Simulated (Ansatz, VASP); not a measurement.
## Two plane-wave programs on KCl

The input INCAR:

```
PREC     = Accurate       # precision mode
ENCUT    = 520            # plane-wave cutoff, eV
EDIFF    = 1E-8           # SCF threshold, eV
ISMEAR   = -1             # smearing method
SIGMA    = 0.01           # smearing width, eV
LREAL    = False          # projectors in reciprocal space
LASPH    = True           # aspherical terms in the spheres
NELM     = 80             # most SCF steps
ALGO     = Normal         # electronic algorithm
ISIF     = 2              # what is computed and relaxed
LWAVE    = False          # write WAVECAR
LCHARG   = False          # write CHGCAR
GGA      = PS             # functional
LEFG     = True         
NBANDS   = 15             # bands
```

File KPOINTS:

```
regular mesh
0
Gamma
  7 7 7
```

File POSCAR:

```
KCl
1.0
    3.6340000000      0.0000000000      0.0000000000
    0.0000000000      3.6340000000      0.0000000000
    0.0000000000      0.0000000000      3.7066800000
K Cl
1 1
Direct
    0.0000000000      0.0000000000      0.0000000000
    0.5000000000      0.5000000000      0.5000000000
```

Input for Ansatz:

```yaml
crystal:
  lattice:
    - [3.634, 0.0, 0.0]
    - [0.0, 3.634, 0.0]
    - [0.0, 0.0, 3.70668]
  atoms:
    - { symbol: K, position: [0.0, 0.0, 0.0] }
    - { symbol: Cl, position: [0.5, 0.5, 0.5] }
kpoints:
  mp_grid: { grid: [7, 7, 7] }
scf:
  occupations: { method: fermi_dirac, width: 0.01 }
hamiltonian:
  xc: pbesol
  pseudopotentials: { kind: paw }
output:
  forces: true
  stress: true
  eigenvalues: true
  efg: { contact_densities: true }
```

Change from the starting cell: zz strain of +2 %, PAW files.

Alike in both runs: task electric field gradients; functional PBEsol; k mesh 7 × 7 × 7; occupations fermi-dirac, width 0.01 eV; no spin polarisation.

|  | VASP | Ansatz |
| --- | --- | --- |
| version | VASP 6.6.1 | Ansatz 0.2.0 |
| potentials or method | VASP PAW PBE potentials, release 64 (K_sv, Cl) | PAW with Ansatz's default frozen-core files, scalar-relativistic |
| plane-wave cutoff (eV) | 520 | 420 |
| valence electrons in the cell | 16 | 16 |

```tsv
	VASP	Ansatz	Ansatz less VASP
gap on the k mesh at the Fermi level (eV)	5.25	5.25	+0.005
pressure (GPa)	1.7	1.7	-0.08
largest component of the traceless stress (GPa)	0.65	0.65	+0.003
Vzz of the field gradient on the site that differs most (V/Å²)	5.1	5.2	+0.16
```

Caveats: the PAW data sets were made with another functional, which shifts forces and pressure a little (VASP); an odd mesh through Γ misses points on the zone boundary, where band edges often lie.
